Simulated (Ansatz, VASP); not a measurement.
# WSe2 in two plane-wave programs

Wanted: the spread between two codes on one cell, functional and k mesh. The structure shown is the start of the Ansatz relaxation below; VASP solves that cell, so the two are compared at the walk's first step.

Calculated with Ansatz 0.2.0; plane waves, with VASP 6.6.1 beside it; single point at PBE.

### 1. The starting structure

The cell holds 3 atoms: 1 W and 2 Se. Its edges and angles: a = 3.288 Å, b = 3.288 Å, c = 30.250 Å, α = 90.0°, β = 90.0°, γ = 120.0°. Vacuum lies along c. The height across the vacuum is the one that the program set for its solve, not the one typed.

As a file:

```cif
data_structure
_symmetry_space_group_name_H-M 'P 1'
_symmetry_Int_Tables_number 1
_cell_length_a 3.2880
_cell_length_b 3.2880
_cell_length_c 30.2500
_cell_angle_alpha 90.000
_cell_angle_beta 90.000
_cell_angle_gamma 120.000
_cell_volume 283.22
loop_
_atom_site_label
_atom_site_type_symbol
_atom_site_fract_x
_atom_site_fract_y
_atom_site_fract_z
_atom_site_occupancy
W1 W 0.00000 0.00000 0.31777 1
Se2 Se 0.33333 0.66667 0.26446 1
Se3 Se 0.33333 0.66667 0.37107 1
```

### 2. Ansatz: relaxation, PBE

Ansatz runs on its default PAW (the set named soft_2) files.

The two programs are compared at the cell with which this relaxation starts, whose forces are those of its first step.

Input file input.yaml:

```yaml
crystal:
  lattice:
    - [3.2880000014, 0.0, 0.0]
    - [-1.6440000007, 2.8474915288, 0.0]
    - [0.0, 0.0, 19.225]
  atoms:
    - { symbol: W, position: [0.0, 0.0, 0.5] }
    - { symbol: Se, position: [0.3333333333, 0.6666666667, 0.41612484] }
    - { symbol: Se, position: [0.3333333333, 0.6666666667, 0.58387516] }
  periodic: [true, true, false]
kpoints:
  mp_grid: { grid: [8, 8, 1] }
scf:
  occupations: { method: fermi_dirac, width: 0.05 }
hamiltonian:
  xc: pbe
output:
  forces: true
  stress: true
relax:
  f_tol: 0.02
  max_steps: 50
  cell: {}
```

Launch:

```bash
> ansatz run input.yaml --threads 1 --pin off --max-ram 5120MiB --backend cpu --events-out ev --progress --plain --runs-dir out
```

Numbers of over 12 decimals in the logs are rounded to 6 here.

The program printed:

```text
Warning: crystal.periodic: the lattice vector that does not repeat stood 0.000° off the slab's normal, 19.225 Å along it as the deck builds it. The run solves the slab on a vector along the normal, 30.250 Å long, with every atom where it was (on the deck's vector they left 16.00 Å outside them, and the widest stretch free of ions among them is 1.61 Å). A fractional position that the run reports is one of the run's ce [...]
crystal.periodic: the lattice vector that does not repeat stood 0.000° off the slab's normal, 19.225 Å along it as the deck builds it. The run solves the slab on a vector along the normal, 30.250 Å long, with every atom where it was (on the deck's vector they left 16.00 Å outside them, and the widest stretch free of ions among them is 1.61 Å). A fractional position that the run reports is one of the run's cell, which [...]
Engine: ansatz 0.2.0, aarch64-unknown-linux-gnu
Pseudopotentials: kind: paw
Pseudopotential: W, paw, valence charge 14, recommended cutoff 420 eV (normal), W.paw.azcp
Pseudopotential: Se, paw, valence charge 16, recommended cutoff 420 eV (normal), Se.paw.azcp
Functional definition: PBE
  parameter kappa = 0.804
  parameter beta = 0.066725
  exchange = pbe_x(kappa = kappa, mu = beta*pi^2/3)
  correlation = pbe_c(beta = beta)
Crystal: 3 atoms, lattice volume = 283.217 Å³
Basis set: ecut = 420 eV, 5645 PW (Γ), exchange–correlation on 48×48×432 points (8 copies of the dense FFT grid, shifted against one another)
Bands: 28, of which v1, the nominal top of the filled ones, is band 23 counted from 1 (22 counted from 0)
Symmetry: 12 space group operations
Space group: P-6m2 (ITA 187), of the structure as read, at distance tolerance 6.6e-5 Å
k-points: 10 of 64 (time reversal used)
Non-local potential: W, projectors of the file, l = 0: 3, l = 1: 2, l = 2: 2, l = 3: 1
Non-local potential: Se, projectors of the file, l = 0: 2, l = 1: 2, l = 2: 3, l = 3: 1
PAW form: soft (Blöchl's): semilocal exchange-correlation on the pseudo side does not see the compensation charge
PAW one-centre angular grid: W, 590 points (default); XC on 64 Gauss nodes
PAW one-centre angular grid: Se, 590 points (default); XC on 64 Gauss nodes
Initial density: superposition of atomic densities (neutral atoms: chi_scale 0, normalization atom), corrected by the library's trained network
Initial wavefunctions: pseudopotential atomic-orbital guess
Functional: x = pbe(κ = 0.804, μ = 0.219515), c = pbe(β = 0.066725)
SCF iter   1: F=—  HF=-21324.534113 eV  |F-HF|=—  |Δ(HF+E_count)|=         —  Δρ=2.23e-3  dr2=1.02e-2  ethr=1.77e-3  ⟨swp⟩=13.1  Hψ=1876  notcnv=0
preconditioner: auto → Resta (q_TF=auto, 2.015 Å⁻¹)  ε∞=2.1  [insulator: Δε(μ)=1.878 eV  Ē_g=9.065 eV  σ=0.050 eV  W_gap=1.00  n_scr=18 (ndim 8)  ℏωp=9.4 eV  f_vac=0.769  D(μ)=0.00/eV (n_scr^D=0)  ε∞_Penn≈2.1  vacuum switching on, ρ_ref=6.0e-3 e/Å³]
[...]
SCF iter   3: F=—  HF=-21324.546147 eV  |F-HF|=—  |Δ(HF+E_count)|=   2.92e-2  Δρ=2.12e-3  dr2=1.39e-2  ethr=4.42e-4  ⟨swp⟩=3.1  Hψ=519  notcnv=0  defer=4
SCF iter   4: F=—  HF=-21324.543535 eV  |F-HF|=—  |Δ(HF+E_count)|=   2.61e-3  Δρ=5.13e-4  dr2=9.05e-4  ethr=3.01e-5  ⟨swp⟩=3.5  Hψ=501  notcnv=0  defer=5
SCF iter   5: F=—  HF=-21324.543425 eV  |F-HF|=—  |Δ(HF+E_count)|=   1.09e-4  Δρ=1.26e-4  dr2=6.88e-5  ethr=1.97e-6  ⟨swp⟩=4.0  Hψ=553  notcnv=0  defer=5
SCF iter   6: F=—  HF=-21324.543406 eV  |F-HF|=—  |Δ(HF+E_count)|=   1.91e-5  Δρ=3.64e-5  dr2=6.43e-6  ethr=1.50e-7  ⟨swp⟩=3.2  Hψ=483  notcnv=0  defer=5
SCF iter   7: F=-21324.543407 eV  HF=-21324.543407 eV  |F-HF|=1.88e-7  |Δ(HF+E_count)|=   8.60e-7  Δρ=5.79e-6  dr2=1.57e-7  ethr=6.52e-10  ⟨swp⟩=6.4  Hψ=1683  notcnv=0
SCF 2 converged in 7 iterations: F = -21324.543407 eV  dr2 = 1.57e-7
  greatest PAW one-centre occupation: 1.000 electrons in one spin orbital (limit 2), on the Se atom at site 1 (counted from 0), in its partial waves of l = 2
relax step   2: F+E_penalty+E_count = -21324.54340725 eV  Δ(F+E_penalty+E_count) = -3.143e-3 eV  max|allowed force component| = 1.275e0 eV/Å  Δτ_max = 0.1585 Å  P = -1.579 N/m  Ω = 284.675 Å³  energy of the carried Pulay correction = -5.836e-5 eV  fix = [c, alpha, beta]  reactions: c -0.000 N/m  (7 SCF iters, dr2 threshold 3.00e-7 eV, accepted)
[...]
relax step   3: F+E_penalty+E_count = -21324.65688222 eV  Δ(F+E_penalty+E_count) = -1.135e-1 eV  max|allowed force component| = 1.397e-1 eV/Å  Δτ_max = 0.0876 Å  P = -0.659 N/m  Ω = 290.344 Å³  energy of the carried Pulay correction = -2.825e-4 eV  fix = [c, alpha, beta]  reactions: c -0.000 N/m  (7 SCF iters, dr2 threshold 3.00e-7 eV, accepted)
[...]
relax step   4: F+E_penalty+E_count = -21324.65869759 eV  Δ(F+E_penalty+E_count) = -1.815e-3 eV  max|allowed force component| = 1.706e-2 eV/Å  Δτ_max = 0.0061 Å  P = +0.037 N/m  Ω = 288.794 Å³  energy of the carried Pulay correction = -2.217e-4 eV  fix = [c, alpha, beta]  reactions: c +0.000 N/m  (5 SCF iters, dr2 threshold 3.00e-7 eV, accepted)
[...]
relax step   5: F+E_penalty+E_count = -21324.65890884 eV  Δ(F+E_penalty+E_count) = -2.112e-4 eV  max|allowed force component| = 1.693e-2 eV/Å  Δτ_max = 0.0000 Å  P = +0.035 N/m  Ω = 288.794 Å³  fix = [c, alpha, beta]  reactions: c +0.000 N/m  stress off target by 3.46e-2 N/m on what of the cell is left free  SCF on the basis re-selected at this cell (its energy is not comparable with the rows above)  (7 SCF iters)
basis re-selected at this cell: Δ(F+E_penalty+E_count) = -2.112e-4 eV, ΔP = -0.002 N/m vs the last step (what re-selecting the basis moved, of the pressure what is left beyond the Pulay correction that the steps carried, after the strain that the cell walked since its last selection, with what the two solves' SCF thresholds leave and, on support functions, any second-order correction that the steps lacked; it is no m [...]
SCF converged after 7 iterations
Free energy (F): -21324.658909 eV
Harris-Foulkes:  -21324.658909 eV  (|F-HF|=7.71e-9)
Internal energy: -21324.658909 eV  (E = F + TS)
E sigma→0 (E₀):  -21324.658909 eV
Fermi energy:    -4.310741 eV
--- Per-component energies (eV) ---
  E_band       = -1656.363231
  E_kinetic    = 687.650931
  E_local      = -122817.030091  (includes V_loc(G=0)·N_el)
  E_nonlocal   = -1189.877536
  E_hartree    = 60893.258981
  E_xc         = -475.628200
  E_vxc        = -435.543796  (∫ρ·V_xc dr)
  E_paw        = -12385.595704  (= ΣΔE_a)
  E_vpaw       = 311.920985  (= ΣTr[D̂ρ^β])
  E_aug_tail   = -0.001242  (compensation charges beyond the density's cutoff)
  E_ewald      = 53962.563952
  E_smearing   = -0.000000  (= −TS)
  E_closure    = -0.000000  (closes the sum)
  Σ components = -21324.658909   (vs F -21324.658909, Δ=0.00e0)
--- Forces (eV/Å), atoms counted from 1 ---
  atom   1  W      0.00000000     0.00000000     0.00000000
  atom   2  Se    -0.00000000     0.00000000    -0.01693423
  atom   3  Se     0.00000000     0.00000000     0.01693423
  max |Σ_I F_I| component: 0.00e0 eV/Å
--- 2D stress c σ (N/m, compression-positive) ---
        0.034644       0.000000       0.000000
        0.000000       0.034644       0.000000
        0.000000       0.000000       0.000000
  P = ½ c Tr σ = 0.0346 N/m
--- Relaxed structure (4 steps of the walk, 4 accepted, 1 SCFs on fresh bases) ---
  F+E_penalty+E_count = -21324.65890884 eV   max|allowed force component| = 1.693e-2 eV/Å   (the final SCF, on the basis selected at the relaxed cell)
  cell:  # Å, volume = 288.7945 Å³
    - [3.320217, 0, 0.0]
    - [-1.660108, 2.875392, 0.0]
    - [0.0, 0.0, 30.250000]
  atoms:
    - { symbol: W, position: [0, -2.8783559898885975e-17, 0.317769] }
    - { symbol: Se, position: [0.333333, 0.666667, 0.262321] }
    - { symbol: Se, position: [0.333333, 0.666667, 0.373216] }
```

In the SCF lines HF is the Harris–Foulkes energy and dr2 the Hartree energy of the density residual, in eV; the loop may stop once dr2 is under the threshold and the program's other checks hold. Hψ counts applications of the Hamiltonian.

### 3. VASP: single point, PBE, start cell

The same cell, functional, mesh and smearing now go to VASP, with its own data sets.

Lines of VASP's logs that name or quote its potential files are left out, and so is its time.

Input file INCAR:

```
SYSTEM = WSe2
PREC = Accurate
ENCUT = 520
EDIFF = 1E-06
NELM = 120
ISMEAR = -1
SIGMA = 0.05
LREAL = .FALSE.
ALGO = Normal
GGA = PE
NBANDS = 15
LASPH = .TRUE.
LORBIT = 11
LWAVE = .FALSE.
LCHARG = .FALSE.
ISIF = 2
LDIPOL = .TRUE.
IDIPOL = 3
DIPOL = 0.5 0.5 0.318
LVHAR = .TRUE.
GGA_COMPAT = .FALSE.
EFERMI = MIDGAP
NELMDL = -8
```

Input file POSCAR:

```
WSe2
1.0
    3.2880000000      0.0000000000      0.0000000000
   -1.6440000000      2.8474920000      0.0000000000
    0.0000000000      0.0000000000     30.2500000000
W Se
1 2
Direct
    0.0000000000      0.0000000000      0.3177685950
    0.3333333333      0.6666666667      0.2644628099
    0.3333333333      0.6666666667      0.3710743802
```

Input file KPOINTS:

```
Automatic mesh
0
Gamma
8 8 1
0 0 0
```

The projector-augmented-wave data sets are W and Se (PBE family, release 64).

Launch:

```bash
> mpirun -np 1 vasp_std
```

The program printed:

```text
[banner, memory and clock lines left out]
running    1 mpi-ranks, on    1 nodes
 distrk:  each k-point on    1 cores,    1 groups
 distr:  one band on    1 cores,    1 groups

 POSCAR found type information on POSCAR W Se
 POSCAR found :  2 types and       3 ions
 LDA part: xc-table for (Slater+PW92), standard interpolation
 POSCAR, INCAR and KPOINTS ok, starting setup
 FFT: planning ... GRIDC
 FFT: planning ... GRID_SOFT
 FFT: planning ... GRID
 WAVECAR not read
 entering main loop
       N       E                     dE             d eps       ncg     rms          rms(c)
DAV:   1     0.138729894510E+03    0.13873E+03   -0.54223E+03   300   0.829E+02
DAV:   2    -0.491210622205E+01   -0.14364E+03   -0.13393E+03   515   0.153E+02
DAV:   3    -0.221671561241E+02   -0.17255E+02   -0.17124E+02   426   0.684E+01
DAV:   4    -0.225239768801E+02   -0.35682E+00   -0.35474E+00   391   0.124E+01
DAV:   5    -0.225311556852E+02   -0.71788E-02   -0.71746E-02   421   0.158E+00
DAV:   6    -0.225313454043E+02   -0.18972E-03   -0.18971E-03   399   0.267E-01
DAV:   7    -0.225313519945E+02   -0.65902E-05   -0.65901E-05   406   0.429E-02
DAV:   8    -0.225313522010E+02   -0.20651E-06   -0.20644E-06   351   0.776E-03    0.238E+01
DAV:   9    -0.217658312896E+02    0.76552E+00   -0.20806E+00   450   0.102E+01    0.971E+00
DAV:  10    -0.216346202952E+02    0.13121E+00   -0.92822E-01   391   0.708E+00    0.513E+00
DAV:  11    -0.215673833885E+02    0.67237E-01   -0.12361E-01   377   0.305E+00    0.417E-01
DAV:  12    -0.215665521925E+02    0.83120E-03   -0.20657E-02   426   0.947E-01    0.219E-01
DAV:  13    -0.215654100130E+02    0.11422E-02   -0.24214E-03   405   0.342E-01    0.118E-01
DAV:  14    -0.215652814425E+02    0.12857E-03   -0.19023E-04   391   0.104E-01    0.741E-02
[...]
DAV:  19    -0.215655072435E+02   -0.70162E-04   -0.32719E-06   334   0.746E-03    0.198E-03
DAV:  20    -0.215655312838E+02   -0.24040E-04   -0.52089E-07   335   0.263E-03    0.204E-03
DAV:  21    -0.215655463053E+02   -0.15021E-04   -0.83551E-07   294   0.258E-03    0.182E-03
DAV:  22    -0.215655525100E+02   -0.62047E-05   -0.15192E-07   304   0.124E-03    0.368E-04
DAV:  23    -0.215655583433E+02   -0.58334E-05   -0.25011E-07   278   0.146E-03    0.502E-04
DAV:  24    -0.215655601816E+02   -0.18383E-05   -0.45814E-08   297   0.901E-04    0.604E-04
DAV:  25    -0.215655612096E+02   -0.10280E-05   -0.17035E-08   283   0.459E-04    0.121E-04
DAV:  26    -0.215655614931E+02   -0.28348E-06   -0.41131E-09   297   0.240E-04
   1 F= -.21565561E+02 E0= -.21565561E+02  d E =-.194170E-08
```

From OUTCAR (step 3):

```text
ion  position               nearest neighbor table
   1  0.000  0.000  0.318-   2 2.49   2 2.49   3 2.49   3 2.49   2 2.49   3 2.49
   2  0.333  0.667  0.264-   1 2.49   1 2.49   1 2.49
   3  0.333  0.667  0.371-   1 2.49   1 2.49   1 2.49

  LATTYP: Found a hexagonal cell.
 ALAT       =     3.2880000000
 C/A-ratio  =     9.2001216545

 Subroutine GETGRP returns: Found 12 space group operations
 (whereof  6 operations were pure point group operations)

The static configuration has the point symmetry C_3v.
 The point group associated with its full space group is D_3h.

 Found     10 irreducible k-points:

   k-points           NKPTS =     10   k-points in BZ     NKDIM =     10   number of bands    NBANDS=     15

   dimension x,y,z NGX =    24 NGY =   24 NGZ =  240
   dimension x,y,z NGXF=    48 NGYF=   48 NGZF=  480

   ENCUT  =  520.0 eV  38.22 Ry    6.18 a.u.   6.11  6.11 56.24*2*pi/ulx,y,z

   NELECT =      18.0000    total number of electrons

 k-points in reciprocal lattice and weights: Automatic mesh
   0.00000000  0.00000000  0.00000000       0.016
   0.12500000 -0.00000000  0.00000000       0.094
   0.25000000 -0.00000000  0.00000000       0.094
   0.37500000  0.00000000  0.00000000       0.094
   0.50000000 -0.00000000  0.00000000       0.047
   0.12500000  0.12500000  0.00000000       0.094
   0.25000000  0.12500000  0.00000000       0.188
   0.37500000  0.12500000  0.00000000       0.188
   0.25000000  0.25000000  0.00000000       0.094
   0.37500000  0.25000000  0.00000000       0.094

 dipolmoment           0.000000      0.000000      0.000002 electrons x Angstroem

 average (electrostatic) potential at core
       1 -48.6078       2 -61.2344       3 -61.2344

 E-fermi :  -2.2329

 k-point     1 :       0.0000    0.0000    0.0000
  band No.  band energies     occupation
    ...
      5      -5.6639      2.00000
      6      -5.0121      2.00000
      7      -4.4233      2.00000
      8      -4.4233      2.00000
      9      -3.1756      2.00000
     10       0.0726      0.00000
     11       0.0726      0.00000
     12       0.3833      0.00000
     13       0.3833      0.00000
     14       1.4206      0.00000
    ...

 k-point     2 :       0.1250   -0.0000    0.0000
  band No.  band energies     occupation
    ...
      5      -5.6799      2.00000
      6      -5.4304      2.00000
      7      -4.7950      2.00000
      8      -4.1915      2.00000
      9      -3.3059      2.00000
     10      -0.3965      0.00000
     11      -0.3073      0.00000
     12       0.0737      0.00000
     13       0.4832      0.00000
     14       1.9680      0.00000
    ...

 k-point     3 :       0.2500   -0.0000    0.0000
  band No.  band energies     occupation
    ...
      5      -6.7333      2.00000
      6      -5.4897      2.00000
      7      -4.8447      2.00000
      8      -4.5128      2.00000
      9      -3.9099      2.00000
     10      -0.8349      0.00000
     11      -0.4464      0.00000
     12      -0.0684      0.00000
     13       1.1913      0.00000
     14       2.7260      0.00000
    ...

  Total        2.5812162      2.5812170      4.6539538      0.0000000      0.0000000      0.0000000
  in kB       14.6020980     14.6021029     26.3277019      0.0000000      0.0000000      0.0000000
  external PRESSURE =      18.5106343 kB  Pullay stress =       0.0000000 kB

  energy-cutoff  :      520.00
  volume of cell :      283.22
      direct lattice vectors                 reciprocal lattice vectors
     3.288000000  0.000000000  0.000000000     0.304136253  0.175593118  0.000000000
    -1.644000000  2.847492000  0.000000000     0.000000000  0.351186237  0.000000000
     0.000000000  0.000000000 30.250000000     0.000000000  0.000000000  0.033057851

 POSITION                                       TOTAL-FORCE (eV/Angst)
 -----------------------------------------------------------------------------------
      0.00000      0.00000      9.61250         0.000000      0.000000     -0.000000
     -0.00000      1.89833      8.00000        -0.000000     -0.000000     -1.446215
     -0.00000      1.89833     11.22500        -0.000000     -0.000000      1.446215
 -----------------------------------------------------------------------------------
    total drift:                                0.000000     -0.000001      0.000020

  FREE ENERGIE OF THE ION-ELECTRON SYSTEM (eV)
  ---------------------------------------------------
  free  energy   TOTEN  =       -21.5655614931 eV

  energy  without entropy=      -21.5655614911  energy(sigma->0) =      -21.56556149

 vacuum level on the upper side and lower side of the slab         2.179         2.179

 total charge
# of ion       s       p       d       tot
------------------------------------------
    1        0.560   0.665   4.284   5.510
    2        1.473   2.386   0.076   3.936
    3        1.473   2.386   0.076   3.936
--------------------------------------------------
tot          3.507   5.438   4.437  13.382

[... 3 further parts left out ...]
```

This run has no spin polarisation, so a moment on W, if there is one, isn't seen. The data set W keeps the semicore shell frozen, which is cheaper and a little less accurate.

### 4. Side by side

Known differences besides the potentials themselves: Ansatz cuts the interaction across the vacuum, VASP repeats the sheet with a dipole correction; the data sets hold 46 valence electrons in Ansatz (on its default PAW (the set named soft_2) files) and 18 in VASP; the cutoff is 420 eV in Ansatz and 520 eV in VASP. Total energies have different zeros and are not compared.

Forces (eV/Å; atoms numbered as in POSCAR):

```
atom        Ansatz x, y, z          VASP x, y, z
  W1   0.000, 0.000, 0.000   0.000, 0.000, 0.000
 Se2  0.000, 0.000, -1.470  0.000, 0.000, -1.446
 Se3   0.000, 0.000, 1.470   0.000, 0.000, 1.446
```

The forces differ by 11 meV/Å r.m.s., which is 1.6 % of the r.m.s. force of 0.682 eV/Å (both taken over all components). With vacuum in the cell, a pressure given here is an average over mostly empty space and none of the material.

### 5. Outcome

| Item | Value |
| --- | --- |
| r.m.s. force difference (single point, PBE, start cell) | 1.6 % of the r.m.s. force |

In words: The r.m.s. force difference is 1.6 % of the r.m.s. force (single point, PBE, start cell), within the 3 % picked in this series as the mark of a large difference. The data sets hold unlike numbers of valence electrons (46 in Ansatz and 18 in VASP), so part of the differences comes from the potentials. 1 further run of this series is not shown here. Such differences can come from data sets, numerical settings and the points named under the comparisons, not from the functional's error against experiment.

[Lines on the potential files, build, host, timing and source positions are cut from VASP's logs without a mark.]

[Logs are printed without paths, hosts, clocks, repeated set-up lines and the standing remarks that a program may print on its own settings, such as how far it seeks lower states.]

[Hosts, paths, dates, database ids (printed as entryN), source tags and the programs' standing remarks are cut or masked in the printed files.]
